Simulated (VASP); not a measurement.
## Li2S: single point with r2SCAN

The system is Li2S.

```
Li S
1.0
     0.00000    2.84528    2.84528
     2.84528    0.00000    2.84528
     2.84528    2.84528    0.00000
Li S
2 1
Direct
  0.25000 0.25000 0.25000
  0.75000 0.75000 0.75000
  0.00000 0.00000 0.00000
```

```
Program                : VASP 6.6.1
Task                   : single point
Functional             : r2SCAN
Potentials or basis    : VASP PAW PBE potentials, release 64 (Li_sv, S)
Cutoff                 : 520 eV
k mesh                 : 8 × 8 × 8
Occupations            : gaussian, width 0.02 eV
Spin                   : no spin polarisation
Dipole correction      : no
Further INCAR settings : ALGO = Normal; EDIFF = 1e-06; NBANDS = 13
```

```
Band gap on the k mesh : 3.86 eV, indirect (least direct gap 5.05 eV)
```

Levels at points of the mesh, in eV from the valence-band top:
```
           k point  band 4  band 5  band 6  band 7  band 8  band 9
(0.00, 0.00, 0.00)    0.00    0.00    0.00    5.05    6.91    6.91
(0.50, 0.00, 0.00)   -2.89   -0.51   -0.51    6.98    7.19    7.19
(0.50, 0.50, 0.00)   -2.16   -1.44   -1.44    3.86    7.90   12.17
```

Wall time 72 s on 1 thread of Intel(R) Xeon(R) Platinum 8259CL CPU @ 2.50GHz (Skylake/Cascade Lake), with other jobs on the host, peak memory 0.17 GiB.

 A k mesh can miss the band edges.
